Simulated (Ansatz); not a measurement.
# Structure search: one I candidate

The calculation used DFT PBE, scalar-relativistic, plane waves, PAW in Ansatz. Cutoff 420 eV, Gaussian smearing, Γ-centred meshes. Cell and atoms relax first on a coarse mesh and then on a finer one. In between, the cell is made exact in the group found at 0.06 Å. In metals the finer mesh still leaves noise of several meV/atom or more. The steps can't lower the symmetry of their start. No spin polarisation.

Recipe of this trial structure of I: random cell by space group and Wyckoff sites (P4/mmm, No. 123). The dimensions are guesses.

```cif
data_structure
_symmetry_space_group_name_H-M 'P4/mmm'
_symmetry_Int_Tables_number 123
_cell_length_a 2.5454
_cell_length_b 2.5454
_cell_length_c 6.2232
_cell_angle_alpha 90.000
_cell_angle_beta 90.000
_cell_angle_gamma 90.000
_cell_volume 40.32
loop_
_atom_site_label
_atom_site_type_symbol
_atom_site_symmetry_multiplicity
_atom_site_Wyckoff_symbol
_atom_site_fract_x
_atom_site_fract_y
_atom_site_fract_z
_atom_site_occupancy
I1 I 1 c 0.50000 0.50000 0.00000 1
```

Energies count from the standard state of I at the same level.

Question: Which structure results?

Answer: The symmetry stays P4/mmm (No. 123). The volume per atom grows by 33.4 %, from 40.3 to 53.8 Å³. The shortest distance goes from 2.55 Å (I–I) to 3.24 Å (I–I). The ratio c/a of the conventional cell changes by a factor of 0.65. The energy falls by about 3.4 eV/atom (the start's value is from the coarse mesh). Conventional cell: a = 3.238 Å, c = 5.131 Å. I is surrounded by 4 I at 3.24 Å.

Space group P4/mmm (No. 123). a = 3.238 Å, b = 3.238 Å, c = 5.131 Å, α = 90.00°, β = 90.00°, γ = 90.00°
| atom | site | symmetry | x | y | z |
| --- | --- | --- | --- | --- | --- |
| I | 1c | 4/mmm | 0.5000 | 0.5000 | 0.0000 |

Question: How does it come out in energy, and is it a metal?

Answer: The energy over the standard state is +0.11 eV/atom and the gap on the 18×18×12 mesh of the 1-atom cell is 0 eV (a metal).

So it is a metastable form at best.

The last run used Gaussian smearing of 0.10 eV. No dispersion correction is applied, so the spacing and binding between layers, chains or molecules are poorly described. These runs have no spin–orbit coupling, which can matter for I. The cell is a metal run without spin; a magnetic state may lie lower. The reference form of I is held partly by dispersion forces, which this level lacks. Symmetry constrained the relaxation, so the result can be a saddle point. In all, the 3 runs took 51 s on 1 thread of Arm Neoverse V1 (shared host).
